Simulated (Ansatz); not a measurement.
## Straining SbPt

Level of theory: Ansatz 0.2.0, DFT PBEsol, scalar-relativistic, plane waves, PAW. Run with 420 eV cutoff, 12×12×10 k-mesh, Gaussian smearing of 0.10 eV, no spin polarisation.

Reference structure (relaxed):

```xyz
4
Lattice="4.1708 0.0000 0.0000 -2.0854 3.6120 0.0000 0.0000 0.0000 5.4685" Properties=species:S:1:pos:R:3 pbc="T T T"
Sb    0.0000    2.4080    1.3671
Sb    2.0854    1.2040    4.1014
Pt    0.0000    0.0000    0.0000
Pt    0.0000    0.0000    2.7342
```

Deformation: c alone is stretched, the rest of the cell is held and the atoms relax, all within the symmetry that the strain leaves. Energies are extrapolated to zero smearing. On this cell's mesh the reference holds a stress of up to 0.20 GPa.

Spin–orbit coupling is left out, which can shift energies with elements as heavy as these.

```tsv
strain (%)	ΔE (meV/atom)	a (Å)	b (Å)	c (Å)
-4.5	40.9	4.171	4.171	5.222
-3.0	17.5	4.171	4.171	5.304
-1.5	4.3	4.171	4.171	5.386
+0.0	0.0	4.171	4.171	5.468
+1.5	3.1	4.171	4.171	5.551
+3.0	12.6	4.171	4.171	5.633
+4.5	27.3	4.171	4.171	5.715
```

Task: What stiffness (1/V) d²E/dε² at zero strain does a cubic fit over all points give?

Result: A cubic fit gives (1/V) d²E/dε² = 262 GPa at zero strain (the elastic constant along c at held a and b).